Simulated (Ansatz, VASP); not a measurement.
# In: VASP beside Ansatz

```
In
1.0
     0.00000    2.34456    2.34456
     2.34456    0.00000    2.34456
     2.34456    2.34456    0.00000
In
1
Cartesian
  0.0000 0.0000 0.0000
```

Alike in both runs: functional PBEsol; k mesh 8 × 8 × 8; occupations gaussian, width 0.1 eV; no spin polarisation.

Ansatz relaxed the structure, and its values are those at the end. VASP's run is a single point on that final structure, the one shown.

|  | VASP | Ansatz |
| --- | --- | --- |
| version | VASP 6.6.1 | Ansatz 0.2.0 |
| potentials or method | VASP PAW PBE potentials, release 64 (In_d) | scalar-relativistic, plane waves, PAW |
| plane-wave cutoff (eV) | 520 | 420 |
| valence electrons in the cell | 13 | 13 |

```csv
,VASP,Ansatz,Ansatz less VASP
gap on the k mesh at the Fermi level (eV),none,none,-
pressure (GPa),-0.3,-0.2,+0.02
```

A gap of «none» marks a metal or a gap that the smearing closes.

Caveats: the PAW data sets were made with another functional, which shifts forces and pressure a little (VASP).
